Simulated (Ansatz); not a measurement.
# Mo under changes of volume

One of the cells (15.892 Å³/atom); the others are scaled copies at fixed shape and fractional positions:

```
Mo
1.0
    -1.58381    1.58381    1.58381
     1.58381   -1.58381    1.58381
     1.58381    1.58381   -1.58381
Mo
1
Direct
  0.00000 0.00000 0.00000
```

```yaml
Program: Ansatz 0.2.0
Functional: r2SCAN
Potentials_or_basis: Ansatz PAW
Cutoff: "500 eV (not typed: the program's choice for these potentials)"
k_mesh: 12 × 12 × 12
Occupations: fermi-dirac, width 0.05 eV
Spin: no spin polarisation
```

| volume (Å³/atom) | energy over the lowest point (meV/atom) | pressure (GPa) |
| --- | --- | --- |
| 14.938 | 27.74 | 13.6 |
| 15.256 | 7.61 | 6.9 |
| 15.574 | 0.00 | 0.9 |
| 15.892 | 3.65 | -4.5 |
| 16.209 | 17.45 | -9.3 |
| 16.527 | ? | ? |
| 16.845 | 71.51 | -17.6 |

**Question.** What does the run at 16.527 Å³/atom give?

**Answer.** Energy over the lowest point 40.38 meV/atom; pressure -13.7 GPa.

Worked out: A Birch-Murnaghan fit of order 3 (a polynomial in V^(-2/3)) to the other rows has its minimum at 15.62 Å³/atom with B0 = V·E''(V) = 274 GPa and B' = 4.2. It gives 40.36 meV/atom at 16.527 Å³/atom, against the run's 40.38, and -dE/dV = -13.7 GPa, against -13.7.

Energies are extrapolated to zero smearing.

Caveats: the PAW data sets come from PBE, with cores solved anew for the run's functional, which leaves a small shift of forces and pressure.
